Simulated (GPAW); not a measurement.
A run of GPAW 26.7.0 is set up as follows.

Contents of run.py:

```python
from ase.dft.bandgap import bandgap
from ase.io import read, write
from ase.units import GPa
from gpaw import GPAW, PW

atoms = read('POSCAR')

calc = GPAW(mode=PW(500),
            xc='LDA',
            kpts={'size': (6, 6, 6), 'gamma': True},
            occupations={'name': 'fermi-dirac', 'width': 0.01},
            setups={'Te': '16'},
            nbands='150%',
            convergence={'density': 1e-05, 'energy': 1e-05},
            maxiter=150,
            txt='gpaw.txt')
atoms.calc = calc
energy = atoms.get_potential_energy()
forces = atoms.get_forces()
stress = atoms.get_stress()
calc.write('gs.gpw')
write('result.traj', atoms)
print(f'Energy: {energy:.6f} eV')
print('Forces (eV/A):')
print(forces.round(4))
print('Stress (GPa):', (stress / GPa).round(3))
print('Fermi level:', round(calc.get_fermi_level(), 4), 'eV')
print(f'Gap: {bandgap(calc)[0]:.4f} eV, direct: {bandgap(calc, direct=True)[0]:.4f} eV')
```

The input POSCAR:

```
CdTe
1.0
    0.0000000000      3.2050000000      3.2050000000
    3.2050000000      0.0000000000      3.2050000000
    3.2050000000      3.2050000000      0.0000000000
Te Cd
1 1
Direct
    0.7500000000      0.7500000000      0.7500000000
    0.0000000000      0.0000000000      0.0000000000
```

Potentials or basis: the program's PAW data sets (release 1.2.1) made for this functional, other valence, pw.

Run with:

```sh
$ OMP_NUM_THREADS=1 python run.py
```

Problem. What does it give for the pressure?

Solution. -0.8 GPa.

Problem. What does it give for the band gap on the k mesh?

Solution. 0.62 eV, direct.

Caveat: the cutoff is short for stress and forces, so pressures can be off by a GPa or more; spin-orbit coupling is left out, which moves the levels of the heavy elements.

**The experiment to reproduce.**

A printed reference work, data compilation reports, for a bulk crystal of CdTe at 0 K: band gap 1.607 eV.

Measured gap of CdTe: 1.607 eV (0 K; a printed reference work, data compilation). This calculation gives 0.62 eV (-0.98 eV). Spin-orbit coupling on Cd, Te is left out. The value is that of LDA, without temperature or zero-point motion. Semilocal functionals fall short of measured gaps as a rule.
